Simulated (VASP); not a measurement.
## Ta: single point with LDA

Crystal: Ta.

```xyz
2
Lattice="0.0000 2.8856 2.8856 2.8856 0.0000 2.8856 2.8856 2.8856 0.0000" Properties=species:S:1:pos:R:3 pbc="T T T"
Ta    0.7214    0.7214    0.7214
Ta    5.0499    5.0499    5.0499
```

This isn't the form of Ta at room conditions, which is bcc.

| Quantity | Value |
| --- | --- |
| Program | VASP 6.6.1 |
| Task | single point |
| Functional | LDA |
| Potentials or basis | VASP PAW LDA potentials, release 64 (Ta_pv) |
| Cutoff | 520 eV |
| k mesh | 10 × 10 × 10 |
| Occupations | fermi-dirac, width 0.1 eV |
| Spin | no spin polarisation |

```yaml
Pressure: 8.0 GPa
Band_gap_on_the_k_mesh: none (metal or under the smearing width)
```

Levels at points of the mesh, in eV from the Fermi level:
```csv
k point,band 8,band 9,band 10,band 11,band 12,band 13,band 14,band 15
"(0.00, 0.00, 0.00)",-1.49,-1.49,-0.34,-0.34,-0.34,2.30,2.30,2.30
"(0.50, 0.00, 0.00)",-1.69,-1.31,-1.31,-0.56,-0.56,0.27,3.75,3.75
"(0.50, 0.50, 0.00)",-2.61,-0.61,-0.61,-0.45,-0.45,1.83,1.83,5.10
```

Wall time 12 s on 1 thread of Intel(R) Xeon(R) 6975P-C (Granite Rapids) (shared host), peak memory 0.16 GiB.

Spin-orbit coupling is left out, which matters for the levels of Ta.
